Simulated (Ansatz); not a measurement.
A 2-atom cell of BN (Fmm2) from a materials database, relaxed with r2SCAN+rVV10, was run in Ansatz 0.2.0 under altered settings. All numbers are computed, without spin polarisation but where a row says otherwise.

```xyz
2
Lattice="0.0000 3.2929 2.1633 1.2510 0.0000 2.1633 1.2510 3.2929 0.0000" Properties=species:S:1:pos:R:3 pbc="T T T"
B     1.2510    3.2929    0.0005
N     1.2510    3.2929    2.8840
```

The base run's other keys:
```yaml
kpoints:
  mp_grid: { grid: [6, 6, 6] }
hamiltonian:
  xc: hse06
scf:
  occupations: { method: fixed }
  n_extra_bands: 4
```

It takes 11 iterations with 337 plane waves at 420 eV and 46 k points, and leaves a mean stress of -0.45 GPa. The gap over this mesh is 4.818 eV. It ran on 4 threads of Arm Neoverse N1, on a shared host.

Outcomes, with energy and stress as changes against the base:

| setting | outcome | ΔF (meV/atom) | Δ mean stress (GPa) | gap on the mesh (eV) | iterations | wall time |
| --- | --- | --- | --- | --- | --- | --- |
| PBE hybrid, exx coeff 0.4, omega 0.2078 1/Å | converged | – | -2.8 | 5.586 | 14 | 11 s |
| PBE hybrid, exx coeff 0.15, omega 0.5 1/Å | converged | – | +2.4 | 3.982 | 10 | 10 s |
| PBE hybrid, exx coeff 1.0, omega 0.2078 1/Å | converged | – | -13.0 | 8.919 | 21 | 14 s |
| scf.exx.max_outer_iter: 2 | converged | 0.0 | 0.0 | 4.818 | 13 | 11 s |
| scf.mixing.preconditioner: none | converged | 0.0 | 0.0 | 4.818 | 11 | 11 s |

A dash marks a value that wasn't obtained or can't be compared. Stress is positive in compression. The base took 11 s.

- PBE hybrid, exx coeff 0.4, omega 0.2078 1/Å. That is 40 % exact exchange, screened with ω = 0.2078 1/Å, against HSE06's 25 % screened at 0.208 1/Å. The mean stress moves by -2.8 GPa and the gap on the mesh by +0.768 eV (to 5.586). Totals of different functionals aren't comparable.
- PBE hybrid, exx coeff 0.15, omega 0.5 1/Å. That is 15 % exact exchange, screened with ω = 0.5 1/Å, against HSE06's 25 % screened at 0.208 1/Å. The mean stress moves by +2.4 GPa and the gap on the mesh by -0.836 eV (to 3.982). Totals of different functionals aren't comparable.
- PBE hybrid, exx coeff 1.0, omega 0.2078 1/Å. That is 100 % exact exchange, screened with ω = 0.2078 1/Å, against HSE06's 25 % screened at 0.208 1/Å. The mean stress moves by -13.0 GPa and the gap on the mesh by +4.101 eV (to 8.919). Totals of different functionals aren't comparable.

Within 1 meV an atom, 0.1 GPa and 0.005 eV of the base stay: scf.exx.max_outer_iter: 2; scf.mixing.preconditioner: none.

The stress of a hybrid is loosely converged in these runs.

The meshes of the hybrids are coarse, so their gaps aren't converged to the digits shown.
